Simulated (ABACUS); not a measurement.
# ZnS (Wurtzite-6H) (P6_3mc) in ABACUS: further runs

The runs below take ZnS (Wurtzite-6H) through single point, with PBE.

All numbers are computed with ABACUS 3.10.1; they aren't measurements. Logs are shortened: lines on timing, memory, paths and dates and some standing lists are left out, and cuts for length are marked.

**The experiment to reproduce.**

A printed reference work, monograph reports, for a bulk crystal of ZnS at 4 K: band gap 3.911 eV (direct).

How close the calculation comes is told below.

**1. The structure**

It takes space group P6_3mc (No. 186, hexagonal). The conventional cell has a = 3.812 Å, b = 3.812 Å, c = 18.690 Å, α = 90.00°, β = 90.00°, γ = 120.00°. Zn (site symmetry 3m) is surrounded by 4 S at 2.33 to 2.34 Å. Around Zn (site symmetry 3m) lie 4 S at 2.33 to 2.34 Å. Zn (site symmetry 3m) is surrounded by 4 S at 2.33 to 2.34 Å. Around S (site symmetry 3m) lie 4 Zn at 2.33 to 2.34 Å. Around S (site symmetry 3m) lie 4 Zn at 2.33 to 2.34 Å. S (site symmetry 3m) has 4 Zn at 2.33 to 2.34 Å as nearest neighbours.

**2. Single point, PBE**

Input file run_abacus.py:

```python
"""ABACUS run from a structure file: ASE reads it, the script writes STRU, KPT and INPUT."""
import re
import subprocess
import spglib
from ase import Atoms
from ase.io import read
from ase.units import Bohr

atoms = read("ZnS.cif")
cell, frac, numbers = spglib.standardize_cell((atoms.cell[:], atoms.get_scaled_positions(), atoms.numbers), to_primitive=True, symprec=1e-4)
atoms = Atoms(numbers=numbers, cell=cell, scaled_positions=frac, pbc=True)  # the primitive cell
atoms = atoms[(-atoms.numbers).argsort(kind="stable")]  # ABACUS lists atoms element by element
pseudo = {'Zn': 'Zn.upf', 'S': 'S.upf'}
orbital = {'Zn': 'Zn_confined-atom_7au_3s2p2d1f.orb', 'S': 'S_confined-atom_7au_2s2p1d.orb'}
magmoms = None
kmesh = [6, 6, 1]
params = {
    'suffix': 'ZnS',
    'calculation': 'scf',
    'basis_type': 'lcao',
    'pseudo_dir': './',
    'orbital_dir': './',
    'symmetry': 1,
    'dft_functional': 'pbe',
    'ecutwfc': 100,
    'pseudo_rcut': 7,
    'nspin': 1,
    'nbands': 94,
    'ks_solver': 'genelpa',
    'smearing_method': 'fd',
    'smearing_sigma': 0.00367493,
    'scf_thr': 1e-07,
    'scf_nmax': 100,
    'mixing_type': 'broyden',
    'mixing_beta': 0.7,
    'cal_force': 1,
    'cal_stress': 1,
    'out_mul': 1,
}

symbols = atoms.get_chemical_symbols()
elements = list(dict.fromkeys(symbols))
lines = ["ATOMIC_SPECIES"] + [f"{e} {atoms.get_masses()[symbols.index(e)]:.4f} {pseudo[e]}" for e in elements]
if orbital:
    lines += ["", "NUMERICAL_ORBITAL"] + [orbital[e] for e in elements]
lines += ["", "LATTICE_CONSTANT", f"{1 / Bohr:.10f}", "", "LATTICE_VECTORS"]
lines += [" ".join(f"{x:.10f}" for x in v) for v in atoms.cell]
lines += ["", "ATOMIC_POSITIONS", "Direct"]
for e in elements:
    lines += ["", e, "0.0", str(symbols.count(e))]
    for i, p in enumerate(atoms.get_scaled_positions(wrap=False)):
        if symbols[i] == e:
            mag = "" if magmoms is None else " mag " + " ".join(str(x) for x in (magmoms[i] if isinstance(magmoms[i], list) else [magmoms[i]]))
            lines.append(" ".join(f"{x:.10f}" for x in p) + " 1 1 1" + mag)
open("STRU", "w").write("\n".join(lines) + "\n")
open("KPT", "w").write("K_POINTS\n0\nGamma\n%d %d %d 0 0 0\n" % tuple(kmesh))
open("INPUT", "w").write("INPUT_PARAMETERS\n" + "".join(f"{k:<20s}{v}\n" for k, v in params.items()))

done = subprocess.run(['mpirun', '-np', '4', 'abacus'])
if done.returncode:
    raise SystemExit(done.returncode)
log = open("OUT.ZnS/running_scf.log").read()
print("final energy (eV):", re.findall(r"FINAL_ETOT_IS (\S+)", log))
```

Input file ZnS.cif:

```cif
data_ZnS
_cell_length_a 3.81200000
_cell_length_b 3.81200000
_cell_length_c 18.68999000
_cell_angle_alpha 90.00000000
_cell_angle_beta 90.00000000
_cell_angle_gamma 120.00000000
_space_group_name_H-M_alt 'P6_3mc'
_space_group_name_Hall 'P 6c -2c'
_space_group_IT_number 186
loop_
_space_group_symop_operation_xyz
'x,y,z'
'x-y,x,z+1/2'
'-y,x-y,z'
'-x,-y,z+1/2'
'-x+y,-x,z'
'y,-x+y,z+1/2'
'y,x,z+1/2'
'x,x-y,z'
'x-y,-y,z+1/2'
'-y,-x,z'
'-x,-x+y,z+1/2'
'-x+y,y,z'
loop_
_atom_site_label
_atom_site_type_symbol
_atom_site_symmetry_multiplicity
_atom_site_Wyckoff_symbol
_atom_site_fract_x
_atom_site_fract_y
_atom_site_fract_z
_atom_site_occupancy
Zn1 Zn 2 b 0.3333333333 0.6666666667 0.8333300000 1
Zn2 Zn 2 b 0.6666666667 0.3333333333 0.6666700000 1
Zn3 Zn 2 a 0.0000000000 0.0000000000 0.5000000000 1
S1 S 2 b 0.3333333333 0.6666666667 0.9583300000 1
S2 S 2 b 0.6666666667 0.3333333333 0.7916700000 1
S3 S 2 a 0.0000000000 0.0000000000 0.6250000000 1
```

Potentials or basis: PseudoDojo NC SR 0.4.1 PBE standard, DZP LCAO (the cutoffs set its grid).

On the command line:

```
$ OMP_NUM_THREADS=1 python run_abacus.py > log
```

running log:

```text
ABACUS v3.10.1

               Atomic-orbital Based Ab-initio Computation at UStc

 ------------------------------------------------------------------------------------

 READING GENERAL INFORMATION
                           global_out_dir = OUT.ZnS/
                           global_in_card = INPUT
                               pseudo_dir = ./
                              orbital_dir = ./
                                    DSIZE = 4
                                    GSIZE = 1

 READING UNITCELL INFORMATION
                                    ntype = 2
                  lattice constant (Bohr) = 1.88973
              lattice constant (Angstrom) = 1

 READING ATOM TYPE 1
                               atom label = Zn
                      L=0, number of zeta = 3
                      L=1, number of zeta = 2
                      L=2, number of zeta = 2
                      L=3, number of zeta = 1
             number of atom for this type = 6

 READING ATOM TYPE 2
                               atom label = S
                      L=0, number of zeta = 2
                      L=1, number of zeta = 2
                      L=2, number of zeta = 1
             number of atom for this type = 6

                        TOTAL ATOM NUMBER = 12
DIRECT COORDINATES
    atom                   x                   y                   z     mag                  vx                  vy                  vz
taud_Zn1            0.3333333333        0.6666666667        0.8333300000  0.0000        0.0000000000        0.0000000000        0.0000000000
taud_Zn2            0.6666666667        0.3333333333        0.3333300000  0.0000        0.0000000000        0.0000000000        0.0000000000
taud_Zn3            0.6666666667        0.3333333333        0.6666700000  0.0000        0.0000000000        0.0000000000        0.0000000000
taud_Zn4            0.3333333333        0.6666666667        0.1666700000  0.0000        0.0000000000        0.0000000000        0.0000000000
taud_Zn5            0.0000000000        0.0000000000        0.5000000000  0.0000        0.0000000000        0.0000000000        0.0000000000
taud_Zn6            0.0000000000        0.0000000000        0.0000000000  0.0000        0.0000000000        0.0000000000        0.0000000000
taud_S1            0.3333333333        0.6666666667        0.9583300000  0.0000        0.0000000000        0.0000000000        0.0000000000
taud_S2            0.6666666667        0.3333333333        0.4583300000  0.0000        0.0000000000        0.0000000000        0.0000000000
taud_S3            0.6666666667        0.3333333333        0.7916700000  0.0000        0.0000000000        0.0000000000        0.0000000000
taud_S4            0.3333333333        0.6666666667        0.2916700000  0.0000        0.0000000000        0.0000000000        0.0000000000
taud_S5            0.0000000000        0.0000000000        0.6250000000  0.0000        0.0000000000        0.0000000000        0.0000000000
taud_S6            0.0000000000        0.0000000000        0.1250000000  0.0000        0.0000000000        0.0000000000        0.0000000000

                          Volume (Bohr^3) = 1587.24
[... 230 lines left out ...]
 LCAO ALGORITHM --------------- ION=   1  ELEC=   1--------------------------------

 Density error is 0.0459318689921
----------------------------------------------------------
     Energy           Rydberg                 eV
----------------------------------------------------------
 E_KohnSham     -2641.3973642300     -35938.0548357094
 E_Harris       -2666.0930652620     -36274.0570858493
 E_Fermi        0.5927164952         8.0643216334
----------------------------------------------------------
[... 91 lines left out ...]
 Density error is 3.63104520936e-08
----------------------------------------------------------
     Energy           Rydberg                 eV
----------------------------------------------------------
 E_KohnSham     -2641.5949439528     -35940.7430457486
 E_KS(sigma->0) -2641.5949439528     -35940.7430457485
 E_Harris       -2641.5949519191     -35940.7431541352
 E_band         -278.6560731148      -3791.3103766660
 E_one_elec     -2149.2759251031     -29242.3991556233
 E_Hartree      1105.7019973743      15043.8474542719
 E_xc           -308.0635054776      -4191.4190203495
 E_Ewald        -1289.9575107464     -17550.7723240476
 E_entropy(-TS) -0.0000000000        -0.0000000000
 E_descf        0.0000000000         0.0000000000
 E_exx          0.0000000000         0.0000000000
 E_Fermi        0.6346929006         8.6354399281
----------------------------------------------------------

 charge density convergence is achieved
 final etot is -35940.743046 eV
 EFERMI = 8.6354399281 eV

 STATE ENERGY(eV) AND OCCUPATIONS    NSPIN == 1
 1/7 kpoint (Cartesian) = 0.0000 0.0000 0.0000 (6713 pws)
       1       -117.545      0.0555556
       2       -117.545      0.0555556
       3       -117.541      0.0555556
       4       -117.541      0.0555556
       5       -117.536      0.0555556
       6       -117.536      0.0555556
[... 566 lines left out ...]
      93        15.2573    2.02719e-58
      94        15.4875    2.03058e-60

[... levels at 1 further k points ...]

 correction force for each atom along direction 1 is -4.15283e-08
 correction force for each atom along direction 2 is 4.31384e-09
 correction force for each atom along direction 3 is 2.95763e-07
------------------------------------------------------------------------------------------
 TOTAL-FORCE (eV/Angstrom)
------------------------------------------------------------------------------------------
                       Zn1         0.0000000000         0.0000000000         0.0027997949
                       Zn2         0.0000000000         0.0000000000         0.0027997949
                       Zn3         0.0000000000         0.0000000000         0.0187209818
                       Zn4         0.0000000000         0.0000000000         0.0187209818
                       Zn5         0.0000000000         0.0000000000         0.0006202499
                       Zn6         0.0000000000         0.0000000000         0.0006202499
                        S1         0.0000000000         0.0000000000        -0.0324566842
                        S2         0.0000000000         0.0000000000        -0.0324566842
                        S3         0.0000000000         0.0000000000        -0.0076334031
                        S4         0.0000000000         0.0000000000        -0.0076334031
                        S5         0.0000000000         0.0000000000         0.0179490607
                        S6         0.0000000000         0.0000000000         0.0179490607
------------------------------------------------------------------------------------------

----------------------------------------------------------------
 TOTAL-STRESS (KBAR)
----------------------------------------------------------------
        32.3431161650         0.0000000000        -0.0000000000
         0.0000000000        32.3431161655         0.0000000000
         0.0000000000         0.0000000000        32.5414027561
----------------------------------------------------------------
 TOTAL-PRESSURE: 32.409212 KBAR

 --------------------------------------------
 !FINAL_ETOT_IS -35940.7430457485534134 eV
 --------------------------------------------
```

It took 13 s on 4 MPI ranks of Intel Xeon 6975P-C (Granite Rapids), shared host; peak memory 0.64 GiB.

Results:

```yaml
Free_energy: -35940.7430 eV
Pressure: 3.2 GPa
Largest_force: 0.032 eV/Å
Band_gap_on_the_k_mesh: 2.32 eV, direct
Mulliken_charges: Zn +0.28, +0.29; S -0.28, -0.29 e
```

Forces on the atoms (eV/Å):
```
Zn   0.000  0.000  0.003
Zn   0.000  0.000  0.003
Zn   0.000  0.000  0.019
Zn   0.000  0.000  0.019
Zn   0.000  0.000  0.001
Zn   0.000  0.000  0.001
S    0.000  0.000 -0.032
S    0.000  0.000 -0.032
S    0.000  0.000 -0.008
S    0.000  0.000 -0.008
S    0.000  0.000  0.018
S    0.000  0.000  0.018
```

Caveat: the atomic orbitals were generated for these runs and aren't a published set; Mulliken charges move with the basis; the cell's inner coordinates are idealised or old, which leaves forces on the atoms; the basis of atomic orbitals isn't converged, which shifts pressures, moduli and gaps.

**3. Single point, PBE (cell strained by +0.03 along c)**

run_abacus.py is that of step 2.

Edit ZnS.cif of step 2 so:

```diff
@@ -3,3 +3,3 @@
 _cell_length_b 3.81200000
-_cell_length_c 18.68999000
+_cell_length_c 19.25068970
 _cell_angle_alpha 90.00000000
```

Potentials or basis: PseudoDojo NC SR 0.4.1 PBE standard, DZP LCAO (the cutoffs set its grid).

On the command line:

```
$ OMP_NUM_THREADS=1 python run_abacus.py > log
```

Run time: 13 s. Hardware: 4 MPI ranks of Intel Xeon 6975P-C (Granite Rapids), shared host; peak memory 0.68 GiB.

Results (log left out):

```
Free energy            : -35940.7748 eV
Pressure               : 1.0 GPa
Largest force          : 0.205 eV/Å
Band gap on the k mesh : 2.14 eV, direct
Mulliken charges       : Zn +0.31; S -0.30, -0.32 e
```

Forces in eV/Å, atoms in the order of the input:
```
Zn   0.000  0.000  0.184
Zn   0.000  0.000  0.184
Zn   0.000  0.000  0.195
Zn   0.000  0.000  0.195
Zn   0.000  0.000  0.182
Zn   0.000  0.000  0.182
S    0.000  0.000 -0.205
S    0.000  0.000 -0.205
S    0.000  0.000 -0.188
S    0.000  0.000 -0.188
S    0.000  0.000 -0.168
S    0.000  0.000 -0.168
```

Stress tensor (GPa, compression positive):
```
 2.32  0.00  0.00
 0.00  2.32  0.00
 0.00  0.00 -1.59
```

Levels at points of the mesh, in eV from the valence-band top:
| k point | band 74 | band 75 | band 76 | band 77 | band 78 | band 79 | band 80 | band 81 | band 82 | band 83 |
| --- | --- | --- | --- | --- | --- | --- | --- | --- | --- | --- |
| (0.00, 0.00, 0.00) | -0.21 | -0.21 | -0.13 | 0.00 | 0.00 | 2.14 | 3.29 | 3.39 | 3.40 | 3.48 |
| (0.50, 0.50, 0.00) | -1.50 | -1.23 | -1.22 | -1.11 | -0.89 | 3.38 | 3.65 | 3.71 | 3.98 | 4.15 |

Caveat: the atomic orbitals were generated for these runs and aren't a published set; Mulliken charges move with the basis; the cell's inner coordinates are idealised or old, which leaves forces on the atoms; the basis of atomic orbitals isn't converged, which shifts pressures, moduli and gaps.

[end of part 1 of 2]
